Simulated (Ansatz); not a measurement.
**Relaxing TePt**

Level of theory: DFT PBEsol, scalar-relativistic, plane waves, PAW in Ansatz 0.2.0. Run with 420 eV cutoff, 12×12×10 k-mesh, Gaussian smearing of 0.10 eV, no spin polarisation.

What was changed: biaxial strain in the a-b plane, c and atoms relaxed: -1.0 %.

Spin–orbit coupling is left out, which can shift energies with elements as heavy as these.

Command:

```bash
ansatz run input.yaml --threads 1 --pin off --max-ram 2560MiB --backend cpu --events-out ev --progress --plain --runs-dir out
```

Input:

```yaml
crystal:
  lattice:
    - [4.1809157017, 0.0, 0.0]
    - [-2.0904578509, 3.6207792088, 0.0]
    - [0.0, 0.0, 5.5748991582]
  atoms:
    - { symbol: Te, position: [0.3333333333, 0.6666666667, 0.25] }
    - { symbol: Te, position: [0.6666666667, 0.3333333333, 0.75] }
    - { symbol: Pt, position: [0.0, 0.0, 0.0] }
    - { symbol: Pt, position: [0.0, 0.0, 0.5] }
basis:
  ecutwfc: 420
kpoints:
  mp_grid: { grid: [12, 12, 10] }
hamiltonian:
  xc: pbesol
scf:
  occupations: { method: gaussian, width: 0.1 }
output:
  forces: true
  stress: true
  eigenvalues: true
relax:
  adjacent_minimum: "off"
  f_tol: 0.008
  max_steps: 40
  cell: { stress_tol: 0.015, fix: [a, b, gamma] }
```

F is the free energy. Steps run on the plane waves of an earlier cell, but the last one, and at times one on the way, on a freshly chosen basis, so a repeated geometry can differ a little in energy. The held parts of the cell keep their stress, so P needn't end at zero.

Steps:

```
step F − F(1) (eV) largest force component (eV/Å) V (Å³/atom) P (GPa)
   1         0.0000                           0.000       21.098     1.96
   2         0.0006                           0.000       21.263     0.81
   3        -0.0006                           0.000       21.173     1.43
   4        -0.0006                           0.000       21.171     1.44
   5        -0.0007                           0.000       21.171     1.44
```

Relaxed structure:

```cif
data_structure
_symmetry_space_group_name_H-M 'P 1'
_symmetry_Int_Tables_number 1
_cell_length_a 4.1809
_cell_length_b 4.1809
_cell_length_c 5.5941
_cell_angle_alpha 90.000
_cell_angle_beta 90.000
_cell_angle_gamma 120.000
_cell_volume 84.68
loop_
_atom_site_label
_atom_site_type_symbol
_atom_site_fract_x
_atom_site_fract_y
_atom_site_fract_z
_atom_site_occupancy
Te1 Te 0.33333 0.66667 0.25000 1
Te2 Te 0.66667 0.33333 0.75000 1
Pt1 Pt 0.00000 0.00000 0.00000 1
Pt2 Pt 0.00000 0.00000 0.50000 1
```

It takes space group P6_3/mmc (No. 194, hexagonal). Conventional cell: a = 4.181 Å, b = 4.181 Å, c = 5.594 Å, α = 90.00°, β = 90.00°, γ = 120.00°. Te (site symmetry -6m2) is surrounded by 6 Pt at 2.79 Å. Around Pt (site symmetry -3m) lie 6 Te at 2.79 Å and 2 Pt at 2.80 Å.

The run converged. Time: 94 s on 1 thread of Intel(R) Xeon(R) Platinum 8259CL CPU @ 2.50GHz (Skylake/Cascade Lake) (shared host), peak memory 0.63 GiB.